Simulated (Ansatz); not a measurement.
# HfSi2P4 monolayer in a perpendicular field, part 2 of 2

Aim: how the HfSi2P4 monolayer screens a field along its normal, and what the field does to its bands. A positive field points along +c.

Ansatz 0.2.0; plane-wave DFT, PBE-D3(BJ), Ansatz PAW.

So far. Step 2 (Relaxation): The lattice constant a goes from 3.480 to 3.586 Å.

### Step 3. Single point, field 0

A sawtooth potential applies the field, turning back in the middle of the vacuum. With the dipole correction the typed value is the field outside the slab. The induced dipole is small, so the SCF threshold is tight.

The cell differs from the one that the last finished run ended in (c 48.788 → 27.473 Å).

Input file input.yaml:

```yaml
crystal:
  lattice:
    - [3.5855450372, 0.0, 0.0]
    - [-1.7927725186, 3.1051730886, 0.0]
    - [0.0, 0.0, 27.4726810803]
  atoms:
    - { symbol: P, position: [0.0, 0.0, 0.3275981683] }
    - { symbol: Si, position: [0.3333333333, 0.6666666667, 0.3632553964] }
    - { symbol: P, position: [0.3333333333, 0.6666666667, 0.4443881656] }
    - { symbol: Hf, position: [0.0, 0.0, 0.5] }
    - { symbol: P, position: [0.3333333333, 0.6666666667, 0.5556118344] }
    - { symbol: Si, position: [0.3333333333, 0.6666666667, 0.6367446036] }
    - { symbol: P, position: [0.0, 0.0, 0.6724018317] }
kpoints:
  mp_grid: { grid: [18, 18, 1] }
  band_path:
    path: [[0, 0, 0], [0.5, 0, 0], [0.33333333, 0.33333333, 0], [0, 0, 0]]
    npoints: 16
hamiltonian:
  xc: pbe
  dispersion: d3bj
scf:
  occupations: { method: fermi_dirac, width: 0.02585 }
  convergence: { dr2_threshold: 1.0e-10 }
efield:
  axis: 3
  dipole_correction: true
  ramp_position: 0.97
  ramp_width: 0.06
  amplitude: 0
output:
  dos: { projected: true, e_range: [-6, 5] }
  write_potential: true
  write_density: true
  volumetric_format: npy
  elf: true
```

Launch:

```console
> ansatz run input.yaml --threads 2 --pin off --max-ram 3072MiB --backend cpu --events-out ev --progress --plain --runs-dir out
```

Numbers of over 12 decimals in the logs are rounded to 6 here.

Log:

```text
[...]
Crystal: 7 atoms, lattice volume = 305.874 Å³
Basis set: ecut = 420 eV, 5893 PW (Γ)
Bands: 34, of which v1, the nominal top of the filled ones, is band 27 counted from 1 (26 counted from 0)
Symmetry: 6 space group operations
k-points: 37 of 324 (time reversal used)
[...]
SCF iter   1: F=—  HF=-20020.449075 eV  |F-HF|=—  |Δ(HF+E_count)|=         —  Δρ=3.17e-3  dr2=3.99e-2  ethr=1.77e-3  p=0.000 e·Å  D=1.61e-14 V/Å  ΔV_dip=-0.00 eV  dr2_dipole=5.83e-9  V_vac-E_F(+/−)=5.22/5.22 eV  ⟨swp⟩=9.9  Hψ=7343  notcnv=0  defer=7
efield: sawtooth ramp at fractional position 0.9700 (set: `efield.ramp_position`, or a place that a band, a saddle search or an elastic batch's reference lends), width 0.0600; the density the first Hamiltonian is built on has a dipole p = 0.000 e·Å; the dipole correction subtracts the counter field D = 1.61e-14 V/Å, which shifts the + side's vacuum level by -0.00 eV against the − side's; the planar-averaged density in the ramp window peaks in size at 7.4e-6 e/Å³
[...]
SCF iter   2: F=—  HF=-20020.457748 eV  |F-HF|=—  |Δ(HF+E_count)|=   8.67e-3  Δρ=2.15e-3  dr2=6.32e-2  ethr=7.38e-5  p=-0.000 e·Å  D=-9.62e-6 V/Å  ΔV_dip=0.00 eV  dr2_dipole=1.54e-9  V_vac-E_F(+/−)=5.64/5.64 eV  ⟨swp⟩=4.2  Hψ=3181  notcnv=0  defer=62
[...]
SCF iter  13: F=-20020.444431 eV  HF=-20020.444431 eV  |F-HF|=5.46e-11  |Δ(HF+E_count)|=  1.09e-10  Δρ=3.60e-8  dr2=1.26e-11  ethr=1.00e-12  p=0.000 e·Å  D=2.05e-7 V/Å  ΔV_dip=-0.00 eV  dr2_dipole=2.74e-12  V_vac-E_F(+/−)=5.50/5.50 eV  ⟨swp⟩=11.2  Hψ=4650  notcnv=0
SCF 1 converged in 13 iterations: F = -20020.444431 eV  dr2 = 1.26e-11
[...]
NSCF: frozen V_eff on 49 k-points
efield: sawtooth ramp at fractional position 0.9700 (kept from the solve that this one continues, or follows in the run), width 0.0600; the density the first Hamiltonian is built on has a dipole p = 0.000 e·Å; the dipole correction subtracts the counter field D = 2.05e-7 V/Å, which shifts the + side's vacuum level by -0.00 eV against the − side's; the planar-averaged density in the ramp window peaks in size at 1.8e-7 e/Å³
WARN: The output density's exchange-correlation potential varies sharply where the density is thin. Do not read a vacuum level from v_tot or v_xc, or from such a field of the output density. On a cell that repeats whose density bears no net charge and no dipole along the vacuum's axis use v_es (v_loc + v_h of the components); under efield.dipole_correction with no amplitude use v_es + v_field, which holds any externa [...]
SCF converged after 13 iterations
Free energy (F): -20020.444431 eV
[...]
Internal energy: -20020.442164 eV  (E = F + TS)
E sigma→0 (E₀):  -20020.443297 eV
Entropy (-TS):   -0.002267 eV (-0.324 meV/atom)
Fermi energy:    0.843437 eV
Dipole field:    D = -0.000002 V/Å  (p = -0.000003 e·Å, saw-weighted, corrected)
Work function:   Φ+ = 5.4996 eV   Φ− = 5.4995 eV
Levels:          The Fermi level and band energies are counted from a zero that moves with the ramp; work functions are not
[...]
--- Band table (eV; the first three rows and the last of 37) ---
  k-point 0: bands = [... 23 lower, -0.2137, -0.0546, 0.9076, 0.9076, 1.6865, 3.3086, 3.4820, 3.7545, ... 3 higher]
  k-point 1: bands = [... 23 lower, -0.2309, -0.0603, 0.8124, 0.8437, 1.7354, 3.5138, 3.5737, 3.8353, ... 3 higher]
  k-point 2: bands = [... 23 lower, -0.2077, -0.1125, 0.5480, 0.6712, 1.7524, 3.3745, 3.4260, 4.0470, ... 3 higher]
  k-point 36: bands = [... 23 lower, -1.8868, -1.6126, -0.5012, 0.3211, 2.2795, 3.1899, 3.1904, 3.7105, ... 3 higher]
```

Elapsed: 44 s, on 2 threads of Arm Neoverse V1, shared host; peak memory 0.74 GiB.

Numbers from this step:

```
energy at zero smearing   : -20020.4433 eV
work function, upper face : 5.500 eV
dipole along the normal   : -2.70e-6 e·Å
```

Running mean over a fixed 2.7 Å (it still follows the layers) of the planar mean; the ramp of the sawtooth is left out. Table of electron's electrostatic potential energy less the Fermi level by z:

z (Å), electron's electrostatic potential energy less the Fermi level (eV) and a bar from the least value:
```
      3.5       5.50 ##############################
      4.0       5.50 ##############################
      4.5       5.50 ##############################
      5.0       5.50 ##############################
      5.5       5.49 ##############################
      6.0       5.45 ##############################
      6.5       5.29 ##############################
      7.0       4.65 ############################
      7.5       2.60 #######################
      8.0      -0.41 #################
      8.5      -3.45 ##########
      9.0      -6.03 ####
      9.5      -7.12 ##
     10.0      -6.49 ###
     10.5      -5.07 ######
     11.0      -4.36 ########
     11.5      -3.72 #########
     12.0      -3.96 #########
     12.5      -5.99 ####
     13.0      -7.78 
     13.5      -7.84 
     14.0      -7.86 
     14.5      -7.72 
     15.0      -5.86 ####
     15.5      -3.90 #########
     16.0      -3.76 #########
     16.5      -4.39 ########
     17.0      -5.13 ######
     17.5      -6.56 ###
     18.0      -7.11 ##
     18.5      -5.91 ####
     19.0      -3.29 ##########
     19.5      -0.24 #################
     20.0       2.75 ########################
     20.5       4.71 ############################
     21.0       5.31 ##############################
     21.5       5.46 ##############################
     22.0       5.49 ##############################
     22.5       5.50 ##############################
     23.0       5.50 ##############################
     23.5       5.50 ##############################
     24.0       5.50 ##############################
```

The density of states has structure finer than the step of the table below, so its rows give means over 0.2 eV, whole bins alone (the curve runs from -6 to 1.99 eV). Peaks (eV: height): -4.70: 16.4, -4.59: 9.43, -3.93: 7.58, -2.09: 8.21, -1.84: 8.17, -1.07: 11.5, -0.84: 9.23.

Table of density of states by energy, zero at the Fermi level; means over each step:

```csv
energy (eV),density of states (states/eV a cell)
-5.8,0.376
-5.6,0.362
-5.4,0.357
-5.2,0.702
-5.0,1.29
-4.8,4.24
-4.6,5.38
-4.4,2.49
-4.2,3.74
-4.0,3.85
-3.8,5.40
-3.6,2.88
-3.4,4.72
-3.2,3.26
-3.0,4.41
-2.8,3.69
-2.6,4.14
-2.4,4.02
-2.2,3.70
-2.0,5.41
-1.8,6.10
-1.6,4.13
-1.4,3.14
-1.2,4.42
-1.0,8.02
-0.8,5.96
-0.6,3.60
-0.4,1.82
-0.2,1.02
0.0,0.770
0.2,1.13
0.4,1.80
0.6,2.81
0.8,2.11
1.0,0.871
1.2,0.537
1.4,1.16
1.6,1.45
1.8,1.37
```

Projected DOS per atom over height of the atomic layer and energy from the Fermi level. Layers: P Si P Hf P Si P from below.

Ten even steps from '0' (0.01 states/eV) to '9' (1.68 states/eV), each cell a mean:
```
1100011
1100011
0002000
0009000
0006000
0002000
0032300
3085803
6086806
4133314
7244427
4142414
3242423
4322234
4333334
3232323
2243422
2232322
4442444
1100011
0000000
0000000
```
Columns: height of the atomic layer (Å) from 9 to 18.5 (not evenly spaced); rows upwards: energy from the Fermi level (eV) from -5.96 to 1.96.

The electronic bands at the labelled points (eV, zero at the Fermi level):

```csv
point,band 24,band 25,band 26,band 27,band 28,band 29,band 30,band 31
Γ,-1.06,-0.90,0.06,0.06,0.84,2.47,2.64,2.91
halfway,-1.54,-1.00,-0.79,-0.66,0.49,1.88,1.96,3.21
M,-1.60,-1.38,-1.33,-0.15,-0.06,1.30,1.35,2.62
halfway,-2.04,-1.74,-1.29,-0.76,0.75,2.57,2.75,3.02
K,-2.73,-2.46,-1.34,-0.52,1.44,2.35,2.35,2.87
halfway,-1.83,-1.09,-0.88,-0.88,0.59,2.74,3.18,3.21
Γ,-1.06,-0.90,0.06,0.06,0.84,2.47,2.64,2.91
```

Valence density in the ca plane at fractional y = 0.667, with atoms of Si and P within 0.2 Å of it. It is the smooth field of the valence electrons, not physical close to the nuclei.

Ten even steps from '0' (0.00 e/Å³) to '9' (0.77 e/Å³), each cell a mean:
```
00000000000000000012344321001122344322211001
00000000000000000012344311000112245422110001
00000000000000000012344321111233333333321111
00000000000000000001245543234676432357754223
00000000000000000000135434568779632479777654
00000000000000000000133114799316732475149974
00000000000000000000134224789548732477369864
00000000000000000001235544446798532369876444
00000000000000000001244432112454332344432112
```
Columns run along c (16.0 Å, from fractional 0.05 to 0.64 of the cell), rows up along a (3.6 Å). Atoms in or near the plane, at fractional coordinates: Si at (0.36, 0.33), P at (0.44, 0.33), P at (0.56, 0.33).

ELF in the ca plane at fractional y = 0.667, with atoms of Si and P within 0.2 Å of it. It is the smooth field of the valence electrons, not physical close to the nuclei.

Values, 5 rows by 16 columns, each cell a mean:
```
0.00 0.03 0.35 0.70 0.63 0.36 0.10 0.29 0.15 0.15 0.29 0.10 0.38 0.64 0.70 0.33
0.00 0.01 0.20 0.54 0.70 0.52 0.34 0.64 0.27 0.29 0.63 0.33 0.53 0.70 0.54 0.19
0.00 0.00 0.02 0.15 0.52 0.48 0.78 0.49 0.53 0.54 0.49 0.79 0.48 0.52 0.14 0.02
0.00 0.00 0.01 0.10 0.37 0.44 0.83 0.23 0.50 0.51 0.22 0.84 0.43 0.37 0.09 0.01
0.00 0.01 0.10 0.37 0.70 0.58 0.56 0.78 0.41 0.43 0.77 0.55 0.59 0.70 0.36 0.09
```
Columns run along c (16.0 Å, from fractional 0.18 to 0.76 of the cell), rows up along a (3.6 Å). Atoms in or near the plane, at fractional coordinates: Si at (0.36, 0.33), P at (0.44, 0.33), P at (0.56, 0.33), Si at (0.64, 0.33).

Electrostatic potential energy in the ca plane at fractional y = 0.667, with atoms of Si and P within 0.2 Å of it. With pseudopotentials it is smooth inside the atoms' cores, unlike the true potential.

Ten even steps from '0' (-62 eV) to '9' (6 eV), each cell a mean:
```
99999999999889999999998877899999999988899999
99999999998889999999998877899999999988899999
99999999999888999999998888899999999888999999
99999999999987778998788888887789987788999999
99999999999873237873137899841258852258999999
99999999999850015850005899710027720027999999
99999999999851026861015899720048730037999999
99999999999985468886468899875578875578999999
99999999999988889999888888888899988888999999
```
Columns run along c (16.0 Å, from fractional 0.18 to 0.76 of the cell; values clipped at the 3rd and 97th percentile), rows up along a (3.6 Å). Atoms in or near the plane, at fractional coordinates: Si at (0.36, 0.33), P at (0.44, 0.33), P at (0.56, 0.33), Si at (0.64, 0.33).

The work function of the upper face is 5.50 eV.

### Step 4. Single point, field 0.1 V/Å

input.yaml: that of step 3 with these lines changed.

```diff
@@ -29,5 +29,4 @@
   ramp_width: 0.06
-  amplitude: 0
+  amplitude: 0.1
 output:
-  dos: { projected: true, e_range: [-6, 5] }
   write_potential: true
@@ -35,2 +34 @@
   volumetric_format: npy
-  elf: true
```

Log:

```text
[...]
Crystal: 7 atoms, lattice volume = 305.874 Å³
Basis set: ecut = 420 eV, 5893 PW (Γ)
Bands: 34, of which v1, the nominal top of the filled ones, is band 27 counted from 1 (26 counted from 0)
Symmetry: 6 space group operations
k-points: 37 of 324 (time reversal used)
[...]
k-point 0: bands = [... 23 lower, -0.2129, -0.0549, 0.9073, 0.9073, 1.6861, 3.3053, 3.4846, 3.7486, ... 3 higher]
  k-point 1: bands = [... 23 lower, -0.2305, -0.0606, 0.8120, 0.8433, 1.7351, 3.5072, 3.5791, 3.8178, ... 3 higher]
  k-point 2: bands = [... 23 lower, -0.2079, -0.1127, 0.5477, 0.6709, 1.7521, 3.3669, 3.4326, 4.0453, ... 3 higher]
  k-point 36: bands = [... 23 lower, -1.8871, -1.6132, -0.5018, 0.3213, 2.2790, 3.1894, 3.1898, 3.7101, ... 3 higher]
[key lines of the parts left out:]
SCF converged after 14 iterations
Free energy (F): -20020.447935 eV
Fermi energy:    0.843101 eV
Dipole field:    D = 0.041455 V/Å  (p = 0.070074 e·Å, saw-weighted, corrected)
```

Run time: 46 s. Hardware: 2 threads; peak memory 0.73 GiB; 91 s of CPU time.

The dipole is 0.0701 e·Å.

### Step 5. Atoms held, field -0.1 V/Å

input.yaml: that of step 4 with these lines changed.

```diff
@@ -29,3 +29,3 @@
   ramp_width: 0.06
-  amplitude: 0.1
+  amplitude: -0.1
 output:
```

Log:

```text
[...]
Crystal: 7 atoms, lattice volume = 305.874 Å³
Basis set: ecut = 420 eV, 5893 PW (Γ)
Bands: 34, of which v1, the nominal top of the filled ones, is band 27 counted from 1 (26 counted from 0)
Symmetry: 6 space group operations
k-points: 37 of 324 (time reversal used)
[...]
k-point 0: bands = [... 23 lower, -0.2129, -0.0549, 0.9073, 0.9073, 1.6861, 3.3053, 3.4846, 3.7486, ... 3 higher]
  k-point 1: bands = [... 23 lower, -0.2305, -0.0606, 0.8120, 0.8433, 1.7351, 3.5072, 3.5791, 3.8178, ... 3 higher]
  k-point 2: bands = [... 23 lower, -0.2079, -0.1127, 0.5477, 0.6709, 1.7521, 3.3669, 3.4326, 4.0453, ... 3 higher]
  k-point 36: bands = [... 23 lower, -1.8871, -1.6132, -0.5018, 0.3213, 2.2790, 3.1894, 3.1898, 3.7101, ... 3 higher]
[key lines of the parts left out:]
SCF converged after 14 iterations
Free energy (F): -20020.447935 eV
Fermi energy:    0.843102 eV
Dipole field:    D = -0.041455 V/Å  (p = -0.070074 e·Å, saw-weighted, corrected)
```

The job ended after 45 s (2 threads; peak memory 0.73 GiB).

The dipole is -0.0701 e·Å.

### Step 6. Response, atoms held

This step: plane-wave DFT, PBE-D3(BJ), Ansatz PAW; response to a field along the normal, atoms held (Ansatz 0.2.0).

The dipoles give the slope, and the difference of two potentials shows where the field is screened.

Numbers from this step:

```yaml
equivalent_conductor_thickness_p_eps_0ae: 11.39 Å
distance_between_the_outer_atoms: 9.473 Å
```

Dipole of the cell against applied field:

```csv
applied field (V/Å),dipole of the cell (e·Å)
-0.1000,-0.0701
0.0000,-2.7e-6
0.1000,0.0701
```

Local field over the applied field, running mean. From the potentials at -0.1 and 0.1 V/Å; running mean over 2.5 Å. The local field over applied field by z:

```csv
z (Å),local field over applied field
5,0.995
6,0.960
7,0.782
8,0.440
9,0.135
10,0.0716
11,0.0798
12,0.0409
13,0.0339
14,0.0262
15,0.0330
16,0.0692
17,0.0724
18,0.0816
19,0.275
20,0.627
21,0.904
22,0.986
23,0.999
```

The induced electron density oscillates, so the rows of the table below give means over windows of 0.5 Å about each position, cut where the curve ends. Its maxima inside the range that stand out by 2 % of the span (Å: e/Å³ per V/Å): 8.01: 0.00357, 9.30: 9.3e-4, 11.02: 7.1e-4, 12.16: 8.5e-4, 14.31: 0.00117, 15.88: -2.0e-4, 17.31: 0.00155, 18.60: -5.8e-4. Its minima: 8.87: 5.8e-4, 10.16: -0.00155, 11.59: 2.0e-4, 13.16: -0.00117, 15.31: -8.5e-4, 16.45: -7.1e-4, 18.17: -9.3e-4, 19.46: -0.00357.

Electrons, planar mean, per unit field. Induced electron density against z; means over each step:

```csv
z (Å),induced electron density (e/Å³ per V/Å)
4.5,6.7e-6
5.0,2.2e-5
5.5,6.8e-5
6.0,2.0e-4
6.5,5.4e-4
7.0,0.00133
7.5,0.00265
8.0,0.00339
8.5,0.00177
9.0,7.2e-4
9.5,4.6e-4
10.0,-0.00120
10.5,-5.1e-4
11.0,6.1e-4
11.5,3.3e-4
12.0,6.0e-4
12.5,4.1e-4
13.0,-8.6e-4
13.5,-5.6e-4
14.0,6.2e-4
14.5,8.1e-4
15.0,-4.7e-4
15.5,-5.7e-4
16.0,-3.5e-4
16.5,-6.0e-4
17.0,6.0e-4
17.5,0.00115
18.0,-5.3e-4
18.5,-7.1e-4
19.0,-0.00189
19.5,-0.00341
20.0,-0.00257
20.5,-0.00127
21.0,-5.1e-4
21.5,-1.9e-4
22.0,-6.3e-5
22.5,-2.1e-5
23.0,-6.2e-6
```

By hand: between -0.1 and 0.1 V/Å the dipole changes by 0.1401 e·Å, a slope of 0.7007 e·Å²/V. A perfect conductor of thickness t has p = ε₀AEt, so t = 180.95 × 0.7007 / 11.134 = 11.39 Å (e/ε₀ = 180.95 V·Å, A in Å²).

The induced dipole is that of a conductor 11.39 Å thick.

### Step 7. Summary of results

| Quantity | Value |
| --- | --- |
| gap without field | none |
| work function, upper face | 5.50 eV |
| equivalent conductor thickness, atoms held | 11.4 Å |

The induced dipole equals that of a perfect conductor 11.39 Å thick, while the outer atoms lie 9.47 Å apart. There is no gap over 0.03 eV, with or without the field. The main runs have no spin polarisation; a magnetic state could lie lower and would change these results. Spin-orbit coupling is left out, which matters for the bands of elements this heavy. The outer anions sit over the metal atoms, one of several polytypes of such layers and not the lowest for every compound.

[Logs are printed without paths, hosts, clocks, repeated set-up lines and the standing remarks that a program may print on its own settings, such as how far it seeks lower states.]

[Hosts, paths, dates, database ids (printed as entryN), source tags and the programs' standing remarks are cut or masked in the printed files.]

[Maps of the electrostatic potential energy from Ansatz leave out the sawtooth potential of an applied field or a dipole correction, so their vacuum need not be flat; planar profiles and work functions include it.]

[The density of states shown here was stored with 400 of the rows of the run's finer table, so its peaks can read low, often by over a quarter, or be missed, and its means over a window can be off by a tenth or more.]
